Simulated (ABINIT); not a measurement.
The system is FeO (Wuestite).

```
Fe O
1.0
     1.51882    0.87689    2.51958
    -1.51882    0.87689    2.51958
     0.00000   -1.75378    2.51958
Fe O
1 1
Direct
  0.00000 0.00000 0.00000
  0.50000 0.50000 0.50000
```

* Program: ABINIT 10.8.3 (patched build)
* Task: relaxation of cell and atoms
* Functional: LDA
* Potentials or basis: JTH PAW LDA v2.0
* Cutoff: 707 eV
* k mesh: 6 × 6 × 6
* Occupations: fermi-dirac, width 0.05 eV
* Spin: collinear spin, ferromagnetic start
* Starting moments: [3.0, 0.0] μB

At the start: pressure -16.2 GPa; volume 10.07 Å³/atom.

**Question.** How do energy, volume and symmetry change on relaxing?

**Answer.** Over 5 steps the energy falls by 52.3 meV/atom and the volume is 9.06 Å³/atom (-10.0 %); space group Fm-3m (No. 225, to 0.05 Å); moment 3.72 μB per cell.

The path:
```csv
step,energy change (eV),largest force (eV/Å),pressure (GPa),volume (Å³)
1,0.0000,0.0000,-16.18,20.13
2,-0.0752,0.0000,-8.26,19.15
3,-0.1039,0.0000,-1.50,18.26
4,-0.1044,0.0000,0.62,18.07
5,-0.1045,0.0000,-0.02,18.13
```

Final structure:
```
Fe O
1.0
     1.46783    0.84745    2.42870
    -1.46783    0.84745    2.42870
     0.00000   -1.69491    2.42870
Fe O
1 1
Cartesian
  0.0000 0.0000 0.0000
  0.0000 0.0000 3.6430
```

Caveat: the k mesh is coarse (spacing up to 0.42 Å⁻¹), so the values aren't converged; a cell with one magnetic atom can't hold antiferromagnetic order, which such compounds often take.
